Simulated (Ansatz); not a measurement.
**Al2Au in Ansatz: the effect of functional**

Al2Au:

```
CELL_PARAMETERS angstrom
0.00000 2.95945 2.95945
2.95945 0.00000 2.95945
2.95945 2.95945 0.00000
ATOMIC_POSITIONS crystal
Au 0.00000 0.00000 0.00000
Al 0.75000 0.75000 0.75000
Al 0.25000 0.25000 0.25000
```

The cell isn't the ideal one: volume scaled by 0.96.

Alike in all runs:

| Item | Value |
| --- | --- |
| Program | Ansatz 0.2.0 |
| Task | single point |
| Potentials or basis | Ansatz PAW |
| k mesh | 8 × 8 × 8 |
| Occupations | fermi-dirac, width 0.05 eV |
| Spin | no spin polarisation |

```csv
functional,cutoff,pressure (GPa)
LDA,420 eV (not typed: the program's choice for these potentials),2.2
PBEsol,420 eV (not typed: the program's choice for these potentials),5.2
r2SCAN,500 eV (not typed: the program's choice for these potentials),?
```

What does the run with functional r2SCAN give?

Pressure 5.9 GPa.

Caveats: the PAW data sets come from PBE, with cores solved anew for the run's functional, which leaves a small shift of forces and pressure.
